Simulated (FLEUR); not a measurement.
**MoS2: single point with SCAN**

MoS2:

```
CELL_PARAMETERS angstrom
3.22746 0.00000 0.00000
-1.61373 2.79507 0.00000
0.00000 0.00000 6.31247
ATOMIC_POSITIONS crystal
Mo 0.00000 0.00000 0.50000
S 0.66667 0.33333 0.74468
S 0.33333 0.66667 0.25532
```

Measurements of this composition are mostly on another form, of space group No. 194.

```yaml
Program: FLEUR MaX-R8.1 (later development tree)
Task: single point
Functional: SCAN
Potentials_or_basis: all-electron
Basis: FLAPW
Kmax: 5.44 1/bohr
k_mesh: 9 × 9 × 4
Occupations: fermi-dirac, width 0.05 eV
Spin: no spin polarisation
```

The band gap on the k mesh is none (metal or under the smearing width). The valence electrons inside the program's atomic spheres are Mo 11.90; S 3.21 (radii Mo 2.4, S 1.8 bohr).

Levels at points of the mesh, in eV from the Fermi level:
```csv
k point,band 9,band 10,band 11,band 12,band 13,band 14,band 15,band 16,band 17,band 18
"(0.00, 0.00, 0.00)",-4.25,-1.98,-1.07,-0.99,-0.99,-0.42,-0.42,3.34,3.34,6.56
"(0.00, 0.00, 0.50)",-4.24,-3.77,-1.00,-1.00,-0.49,-0.49,-0.06,3.51,3.51,6.46
```

Core levels (eV from the Fermi level):
```csv
atom,levels
1 Mo,"1s1/2 -19812.2, 2s1/2 -2795.9, 2p1/2 -2571.4, 2p3/2 -2464.9, 3s1/2 -474.2, 3p1/2 -388.8, 3p3/2 -371.3, 3d3/2 -220.6, 3d5/2 -217.3"
2 S,"1s1/2 -2400.5, 2s1/2 -206.1, 2p1/2 -151.5, 2p3/2 -150.3"
3 S,"1s1/2 -2400.5, 2s1/2 -206.1, 2p1/2 -151.5, 2p3/2 -150.3"
```

Wall time 6.6 min on 1 thread of Arm Neoverse V2, with other jobs on the host, peak memory 0.13 GiB.

Caveat: the meta-GGA is that of a development version, with a GGA for the radial functions and cores and without core tails.
